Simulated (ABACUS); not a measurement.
KCl under changes of volume

One of the cells (28.294 Å³/atom); the others are scaled copies at fixed shape and fractional positions:

```
K Cl
1.0
     3.83920    0.00000    0.00000
     0.00000    3.83920    0.00000
     0.00000    0.00000    3.83920
K Cl
1 1
Direct
  0.00000 0.00000 0.00000
  0.50000 0.50000 0.50000
```

Measurements of this composition are mostly on another form, of space group No. 225.

| Quantity | Value |
| --- | --- |
| Program | ABACUS 3.10.1 |
| Functional | PBE |
| Potentials or basis | PseudoDojo NC SR 0.4.1 PBE standard |
| Cutoff | 1361 eV |
| Density cutoff | 5442 eV |
| Basis | TZDP LCAO (the cutoffs set its grid) |
| k mesh | 7 × 7 × 7 |
| Occupations | fermi-dirac, width 0.05 eV |
| Spin | no spin polarisation |

| volume (Å³/atom) | energy over the lowest point (meV/atom) | pressure (GPa) | gap on the mesh (eV) |
| --- | --- | --- | --- |
| 26.596 | 6.51 | 1.3 | 5.09 |
| 27.162 | 2.75 | 0.8 | 4.99 |
| 27.728 | 0.64 | 0.4 | 4.90 |
| 28.294 | 0.00 | 0.0 | 4.81 |
| 28.860 | ? | ? | ? |
| 29.426 | 2.50 | -0.7 | 4.65 |
| 29.991 | 5.38 | -1.0 | 4.58 |

What does the run at 28.860 Å³/atom give?

Energy over the lowest point 0.67 meV/atom; pressure -0.4 GPa; gap on the mesh 4.73 eV.

Worked out: A Birch-Murnaghan fit of order 3 (a polynomial in V^(-2/3)) to the other rows has its minimum at 28.28 Å³/atom with B0 = V·E''(V) = 18.6 GPa and B' = 4.7. It gives 0.66 meV/atom at 28.860 Å³/atom, against the run's 0.67, and -dE/dV = -0.4 GPa, against -0.4. A straight line through the other rows of the gap, of slope -4.24 eV per unit of ln V, gives 4.73 eV, against the run's 4.73.

Energies are extrapolated to zero smearing.

Caveats: the atomic orbitals were generated for these runs and aren't a published set; the orbitals of K, Rb and Cs are too short, which can make volumes 7 to 10 % small; an odd mesh through Γ misses points on the zone boundary, where band edges often lie; the basis of atomic orbitals isn't converged, which shifts pressures, moduli and gaps.
